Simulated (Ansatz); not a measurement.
# Cu (sc type): the cost of one run

Computed with Ansatz 0.2.0 (DFT PBE, with the methods named in each step, unless a step's input says otherwise).

This is Cu in the simple cubic structure; at room conditions it is fcc.

## Step 1: The structure to begin with

The structure is cubic, space group Pm-3m (No. 221). Conventional cell: a = 2.406 Å, b = 2.406 Å, c = 2.406 Å, α = 90.00°, β = 90.00°, γ = 90.00°. Cu (site symmetry m-3m) is surrounded by 6 Cu at 2.41 Å.

Coordinates:

```cif
data_structure
_symmetry_space_group_name_H-M 'P 1'
_symmetry_Int_Tables_number 1
_cell_length_a 2.4056
_cell_length_b 2.4056
_cell_length_c 2.4056
_cell_angle_alpha 90.000
_cell_angle_beta 90.000
_cell_angle_gamma 90.000
_cell_volume 13.92
loop_
_atom_site_label
_atom_site_type_symbol
_atom_site_fract_x
_atom_site_fract_y
_atom_site_fract_z
_atom_site_occupancy
Cu1 Cu 0.00000 0.00000 0.00000 1
```

Whether this phase is the stable one at these pressures isn't tested.

## Step 2: The reference volume, LAPW

input.yaml

```yaml
crystal:
  lattice:
    - [2.4055952924, 0.0, 0.0]
    - [0.0, 2.4055952924, 0.0]
    - [0.0, 0.0, 2.4055952924]
  atoms:
    - { symbol: Cu, position: [0.0, 0.0, 0.0] }
kpoints:
  mp_grid: { grid: [16, 16, 16] }
  band_path:
    path:
      - [0.0, 0.0, 0.0]
      - [0.0, 0.5, 0.0]
      - [0.5, 0.5, 0.0]
      - [0.0, 0.0, 0.0]
      - [0.5, 0.5, 0.5]
      - [0.0, 0.5, 0.0]
      - [0.5, 0.5, 0.5]
      - [0.5, 0.5, 0.0]
    npoints: 14
scf:
  occupations: { method: fermi_dirac, width: 0.05 }
hamiltonian:
  xc: pbe
  pseudopotentials: { kind: all_electron, lapw: { basis_error: 0.001 } }
output:
  forces: true
  stress: true
  eigenvalues: true
  populations: true
  dos: { projected: true, de: 0.2, e_range: [-14, 8] }
```

Launch:

```console
ansatz run input.yaml --threads 1 --pin off --max-ram 2048MiB --backend cpu --events-out ev --progress --plain --runs-dir out
```

**Question.** How long does this run take on 1 thread of Intel Xeon 6975P-C (Granite Rapids), shared host, and how much memory does it need?

About 9.2 s, with a peak of 0.37 GiB.
